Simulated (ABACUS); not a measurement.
**Hf under changes of volume**

One of the cells (21.882 Å³/atom); the others are scaled copies at fixed shape and fractional positions:

```xyz
1
Lattice="0.0000 2.2200 2.2200 2.2200 0.0000 2.2200 2.2200 2.2200 0.0000" Properties=species:S:1:pos:R:3 pbc="T T T"
Hf    0.0000    0.0000    0.0000
```

This isn't the form of Hf at room conditions, which is hcp.

| Item | Value |
| --- | --- |
| Program | ABACUS 3.10.1 |
| Functional | PBE |
| Potentials or basis | PseudoDojo NC SR 0.4.1 PBE standard |
| Cutoff | 789 eV |
| Density cutoff | 3157 eV |
| Basis | plane waves |
| k mesh | 10 × 10 × 10 |
| Occupations | fermi-dirac, width 0.05 eV |
| Spin | no spin polarisation |

```csv
volume (Å³/atom),energy over the lowest point (meV/atom),pressure (GPa)
20.569,?,?
21.007,35.63,8.3
21.444,16.93,5.6
21.882,5.28,3.2
22.320,0.00,1.0
22.757,0.47,-1.0
23.195,6.13,-2.8
```

Question: What does the run at 20.569 Å³/atom give?

Answer: Energy over the lowest point 62.12 meV/atom; pressure 11.2 GPa.

Worked out: A Birch-Murnaghan fit of order 3 (a polynomial in V^(-2/3)) to the other rows has its minimum at 22.50 Å³/atom with B0 = V·E''(V) = 104 GPa and B' = 4.3. It gives 62.23 meV/atom at 20.569 Å³/atom, against the run's 62.12, and -dE/dV = 11.3 GPa, against 11.2.

Energies are extrapolated to zero smearing.
